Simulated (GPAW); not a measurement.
Crystal: In.

```
In
1.0
    -1.62547    1.62547    2.47370
     1.62547   -1.62547    2.47370
     1.62547    1.62547   -2.47370
In
1
Direct
  0.00000 0.00000 0.00000
```

Base run:

```yaml
Program: GPAW 26.7.0
Functional: RPBE
Potentials_or_basis: the program's PAW data sets (release 1.2.1) made for this functional
Cutoff: 600 eV
Basis: pw
k_mesh: 11 × 11 × 11
Occupations: gaussian, width 0.02 eV
Spin: no spin polarisation
```

Its results: band gap on the k mesh none (metal or under the smearing width); pressure 3.3 GPa.

The run is repeated on the same cell with these changes: functional from RPBE to LDA; occupations from gaussian, width 0.02 eV to gaussian, width 0.05 eV. What comes out?

Band gap on the k mesh none (metal or under the smearing width); pressure -2.9 GPa.

Not every run made on this cell is shown here.
